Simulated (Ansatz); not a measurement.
Here is an Ansatz input file for SnO, space group Pmn2_1. Write the same calculation for the Python package.

```yaml
crystal:
  lattice:
    - [3.355005, 0.0, 0.0]
    - [0.0, 5.674104, 0.0]
    - [0.0, 0.0, 4.22197]
  atoms:
    - { symbol: Sn, position: [0.0, 0.231909, 0.513144] }
    - { symbol: Sn, position: [0.5, 0.768091, 0.013144] }
    - { symbol: O, position: [0.0, 0.89125, 0.736857] }
    - { symbol: O, position: [0.5, 0.10875, 0.236857] }
basis:
  ecutwfc: 470.0
kpoints:
  mp_grid: { grid: [6, 4, 6] }
  band_path:
    path:
      - [0.0, 0.0, 0.0]
      - [0.5, 0.0, 0.0]
      - [0.5, 0.5, 0.0]
      - [0.0, 0.5, 0.0]
      - [0.0, 0.0, 0.0]
      - [0.0, 0.0, 0.5]
      - [0.5, 0.0, 0.5]
    npoints: 4
hamiltonian:
  xc: lda
scf:
  n_extra_bands: 10
  occupations: { method: fixed }
output:
  write_density: true
  write_potential: true
  volumetric_format: npy
  elf: true
```

On the command line:
```console
$ ansatz run input.yaml --threads 1 --pin off --max-ram 3072MiB --backend cpu --events-out ev --progress --plain --runs-dir out
scf.n_extra_bands = 10 over 20 filled bands (N_el = 40.0): the run solves 30 bands
Engine: ansatz 0.2.0, aarch64-unknown-linux-gnu
Pseudopotentials: kind: paw
Pseudopotential: Sn, paw, valence charge 14, recommended cutoff 420 eV (normal), Sn.paw.azcp
Pseudopotential: O, paw, valence charge 6, recommended cutoff 420 eV (normal), O.paw.azcp
Functional definition: SPW92
  exchange = slater_x
  correlation = pw_c
Crystal: 4 atoms, lattice volume = 80.372 Å³
Basis set: ecut = 470 eV, 1865 PW (Γ)
Bands: 30, of which v1, the nominal top of the filled ones, is band 20 counted from 1 (19 counted from 0)
Symmetry: 4 space group operations
Space group: Pmn21 (ITA 31), of the structure as read, at distance tolerance 4.3e-5 Å
k-points: 48 of 144 (time reversal used)
Non-local potential: Sn, projectors of the file, l = 0: 2, l = 1: 2, l = 2: 2, l = 3: 2
Non-local potential: O, projectors of the file, l = 0: 2, l = 1: 2, l = 2: 1
PAW form: soft (Blöchl's): semilocal exchange-correlation on the pseudo side does not see the compensation charge
PAW frozen core: Sn, regenerated for the run's functional, and the local potential with it (the file was generated under x = pbe(κ = 0.804, μ = 0.2195149727645171), c = pbe(β = 0.06672455060314922))
PAW frozen core: O, regenerated for the run's functional, and the local potential with it (the file was generated under x = pbe(κ = 0.804, μ = 0.2195149727645171), c = pbe(β = 0.06672455060314922))
PAW one-centre angular grid: Sn, 590 points (default); XC on 64 Gauss nodes
PAW one-centre angular grid: O, 110 points (default); XC on 64 Gauss nodes
Initial density: superposition of atomic densities (neutral atoms: chi_scale 0, normalization atom), corrected by the library's trained network
Initial wavefunctions: pseudopotential atomic-orbital guess
Functional: x = slater, c = lda
SCF iter   1: F=—  HF=-12869.332859 eV  |F-HF|=—  |Δ(HF+E_count)|=         —  Δρ=1.51e-2  dr2=1.77e-1  ethr=1.77e-3  ⟨swp⟩=5.0  Hψ=5351  notcnv=0  defer=384
preconditioner: auto → Resta (q_TF=auto, 2.429 Å⁻¹)  ε∞=2.6  [insulator: Δε(μ)=1.498 eV  Ē_g=20.620 eV  n_scr=20 (ndim 8)  ℏωp=26.2 eV  f_vac=0.008  ε∞_Penn≈2.6]
SCF iter   2: F=—  HF=-12869.302252 eV  |F-HF|=—  |Δ(HF+E_count)|=   3.06e-2  Δρ=8.39e-3  dr2=4.23e-2  ethr=4.42e-4  ⟨swp⟩=2.0  Hψ=2239  notcnv=0  defer=384
SCF iter   3: F=—  HF=-12869.292751 eV  |F-HF|=—  |Δ(HF+E_count)|=   9.50e-3  Δρ=2.14e-3  dr2=1.84e-3  ethr=1.06e-4  ⟨swp⟩=2.0  Hψ=1636  notcnv=0  defer=384
SCF iter   4: F=—  HF=-12869.292070 eV  |F-HF|=—  |Δ(HF+E_count)|=   6.81e-4  Δρ=3.29e-4  dr2=7.47e-5  ethr=4.59e-6  ⟨swp⟩=3.1  Hψ=2275  notcnv=0  defer=384
SCF iter   5: F=—  HF=-12869.292054 eV  |F-HF|=—  |Δ(HF+E_count)|=   1.68e-5  Δρ=5.00e-5  dr2=2.53e-6  ethr=1.87e-7  ⟨swp⟩=2.4  Hψ=1620  notcnv=0  defer=239
SCF iter   6: F=—  HF=-12869.292054 eV  |F-HF|=—  |Δ(HF+E_count)|=   1.24e-7  Δρ=1.39e-5  dr2=1.66e-7  ethr=6.34e-9  ⟨swp⟩=2.7  Hψ=2119  notcnv=0  defer=239
SCF iter   7: F=-12869.292054 eV  HF=-12869.292054 eV  |F-HF|=4.90e-9  |Δ(HF+E_count)|=   2.42e-8  Δρ=2.89e-6  dr2=7.22e-9  ethr=2.50e-10  ⟨swp⟩=9.4  Hψ=7440  notcnv=0
SCF 1 converged in 7 iterations: F = -12869.292054 eV  dr2 = 7.22e-9
  greatest PAW one-centre occupation: 0.994 electrons in one spin orbital (limit 2), on the Sn atom at site 0 (counted from 0), in its partial waves of l = 2
NSCF: frozen V_eff on 25 k-points
SCF converged after 7 iterations
Free energy (F): -12869.292054 eV
Harris-Foulkes:  -12869.292054 eV  (|F-HF|=4.90e-9)
Internal energy: -12869.292054 eV  (E = F + TS)
E sigma→0 (E₀):  -12869.292054 eV
Fermi energy:    6.897515 eV
--- Per-component energies (eV) ---
  E_band       = -266.362208
  E_kinetic    = 719.231817
  E_local      = -3029.812670  (includes V_loc(G=0)·N_el)
  E_nonlocal   = 44.555537
  E_hartree    = 1581.327262
  E_xc         = -901.270985
  E_vxc        = -381.260510  (∫ρ·V_xc dr)
  E_paw        = -8282.737683  (= ΣΔE_a)
  E_vpaw       = -781.732320  (= ΣTr[D̂ρ^β])
  E_aug_tail   = 0.003204  (compensation charges beyond the density's cutoff)
  E_ewald      = -3001.632174
  E_core_change = 1.043639  (= ΣΔE_core)
  E_smearing   = -0.000000  (= −TS)
  E_closure    = -0.000000  (closes the sum)
  Σ components = -12869.292054   (vs F -12869.292054, Δ=0.00e0)
--- Band table (eV; the first three rows and the last of 48) ---
  k-point 0: bands = ["-14.1486", "-13.8433", "-13.7509", "-13.7302", "-13.7030", "-13.6659", "-13.6501", "-13.6414", "-13.5999", "-13.5948", "-11.5430", "-9.7848", "-0.6312", "1.1260", "2.7045", "3.1199", "3.4439", "4.3130", "4.9042", "6.8975", "9.5132", "10.0473", "12.7345", "12.7367", "14.8489", "14.8757", "15.5763", "16.1273", "16.4403", "18.1497"]
  k-point 1: bands = ["-14.1329", "-13.8654", "-13.7459", "-13.7298", "-13.7067", "-13.6793", "-13.6463", "-13.6374", "-13.6046", "-13.5974", "-11.4169", "-9.8986", "-0.5821", "1.0165", "2.6342", "3.2068", "3.5779", "4.2442", "5.1098", "6.4418", "9.4646", "10.1167", "11.9431", "12.7904", "14.8003", "14.8723", "16.0318", "16.8746", "17.4721", "18.3848"]
  k-point 2: bands = ["-14.0866", "-13.9304", "-13.7339", "-13.7278", "-13.7149", "-13.7021", "-13.6362", "-13.6275", "-13.6130", "-13.6049", "-11.0835", "-10.2114", "-0.3858", "0.5756", "2.8889", "3.4411", "3.8011", "4.0450", "5.3183", "5.5776", "9.4133", "9.9144", "11.5367", "12.6462", "14.7416", "14.8389", "16.7735", "18.3659", "19.0944", "19.1487"]
  k-point 47: bands = ["-14.1200", "-14.1200", "-13.7353", "-13.7353", "-13.6630", "-13.6630", "-13.6533", "-13.6533", "-13.5796", "-13.5796", "-10.0376", "-10.0376", "-0.3648", "-0.3648", "2.7251", "2.7251", "3.4978", "3.4978", "6.4666", "6.4666", "9.3232", "9.3232", "11.0076", "11.0076", "12.9562", "12.9562", "17.4501", "17.4501", "17.7233", "17.7233"]
```

The script, `bands_sno.py`:
```python
"""Band structure of SnO."""

from pathlib import Path
import sys

import ansatz as az
import numpy as np

vectors = np.array([
    [3.355005, 0.0, 0.0],
    [0.0, 5.674104, 0.0],
    [0.0, 0.0, 4.22197],
])
structure = (
    az.Lattice.of(vectors)
    .atom("Sn", [0.0, 0.231909, 0.513144])
    .atom("Sn", [0.5, 0.768091, 0.013144])
    .atom("O", [0.0, 0.89125, 0.736857])
    .atom("O", [0.5, 0.10875, 0.236857])
)

# high-symmetry points in fractions of the reciprocal vectors
path = [
    ("G", (0.0, 0.0, 0.0)),
    ("X", (0.5, 0.0, 0.0)),
    ("S", (0.5, 0.5, 0.0)),
    ("Y", (0.0, 0.5, 0.0)),
    ("G", (0.0, 0.0, 0.0)),
    ("Z", (0.0, 0.0, 0.5)),
    ("U", (0.5, 0.0, 0.5)),
]
calculation = (
    structure.calculation()
    .occupations(az.OccupationsMethod.FIXED)
    .basis(470)
    .functional("lda")
    .kpoints(6, 4, 6)
    .band_structure([point for _, point in path], intervals=4)
    .scf(extra_bands=10)
    .density()
    .potential()
    .electron_localization_function()
    .output_files(volumetric_format="npy")
)
try:
    outcome = calculation.run(threads=1)
except az.NonConvergedError as error:
    sys.exit(f"no convergence: {error}")
except az.RefusalError as error:
    sys.exit(f"input refused: {error}")
summary = outcome.report

for key in ("converged", "n_iterations", "n_electrons", "n_kpoints", "n_pw", "n_symmetry_ops", "free_energy_ev", "fermi_energy_ev"):
    print(f"{key:18s} {summary[key]}")

folder = Path(outcome.write_results("fields"))
print("densities in e/A^3, potentials in eV, ELF without unit")
for name in sorted(p.name for p in folder.glob("*.npy")):
    field = np.load(folder / name)
    print(f"{name:16s} {str(field.shape):16s} min {field.min():10.4f}  mean {field.mean():10.4f}  max {field.max():10.4f}")

bands = outcome.band_structure()
fermi = bands.fermi_energy_ev
print(f"zero of the bands: {fermi:.3f} eV, the Fermi level found on the SCF mesh")
levels = bands.channels[0].eigenvalues_ev - fermi
filled = round(summary["n_electrons"]) // 2
valence, conduction = levels[:, filled - 1], levels[:, filled]
print("k (fractions)              top valence  bottom conduction (eV)")
for k, lo, hi in zip(bands.kpoints_frac, valence, conduction):
    print(f"{k[0]:7.3f} {k[1]:7.3f} {k[2]:7.3f} {lo:12.3f} {hi:13.3f}")
print(f"on this path: least direct gap {np.min(conduction - valence):.3f} eV, least gap {conduction.min() - valence.max():.3f} eV")
```

```console
$ python bands_sno.py
converged          True
n_iterations       7
n_electrons        40.0
n_kpoints          48
n_pw               1865
n_symmetry_ops     4
free_energy_ev     -12869.292053550846
fermi_energy_ev    6.897514975877823
densities in e/A^3, potentials in eV, ELF without unit
elf.npy          (24, 45, 30)     min     0.0009  mean     0.2680  max     0.8643
rho.npy          (24, 45, 30)     min     0.0217  mean     0.4977  max    16.0941
v_es.npy         (24, 45, 30)     min   -54.8628  mean     6.2285  max    67.3622
v_tot.npy        (24, 45, 30)     min   -80.6402  mean    -3.8016  max    20.8201
zero of the bands: 6.898 eV, the Fermi level found on the SCF mesh
k (fractions)              top valence  bottom conduction (eV)
  0.000   0.000   0.000        0.000         2.616
  0.125   0.000   0.000       -0.008         2.961
  0.250   0.000   0.000       -0.111         3.562
  0.375   0.000   0.000       -0.521         2.870
  0.500   0.000   0.000       -1.249         2.565
  0.500   0.125   0.000       -1.199         2.445
  0.500   0.250   0.000       -1.079         2.186
  0.500   0.375   0.000       -0.955         1.954
  0.500   0.500   0.000       -0.902         1.863
  0.375   0.500   0.000       -0.657         1.379
  0.250   0.500   0.000       -1.079         2.531
  0.125   0.500   0.000       -1.313         3.583
  0.000   0.500   0.000       -1.330         3.283
  0.000   0.375   0.000       -0.959         2.931
  0.000   0.250   0.000       -0.475         2.583
  0.000   0.125   0.000       -0.121         2.512
  0.000   0.000   0.000        0.000         2.616
  0.000   0.000   0.125       -0.269         2.585
  0.000   0.000   0.250       -0.897         2.532
  0.000   0.000   0.375       -1.479         2.520
  0.000   0.000   0.500       -1.632         2.621
  0.125   0.000   0.500       -1.602         2.941
  0.250   0.000   0.500       -1.572         3.345
  0.375   0.000   0.500       -1.319         2.635
  0.500   0.000   0.500       -1.075         2.102
on this path: least direct gap 2.035 eV, least gap 1.379 eV
```

What to keep in mind:
- Absolute energies stand on the zero of these potentials, so only differences at equal settings mean something. A total without «per atom» is that of the whole cell that was run.
- Semilocal gaps usually lie well under measured ones.
- The Fermi level of a run with fixed occupations marks the highest occupied state on its mesh, not mid-gap.
- Only differences from the Fermi energy are physical; the zero of the scale is a convention.
- Grid values close to the nuclei reflect the PAW or pseudopotential construction, not the all-electron fields.
- The structure comes from a database of computed cells and needn't be a stable or known phase.
- Levels are Kohn-Sham eigenvalues on this mesh, without spin-orbit coupling.
- The whole script took 17 s on 1 thread of Arm Neoverse V1 (shared host), peak memory 0.42 GiB.

(Lines on the test bed's own set-up are left out of the output.)
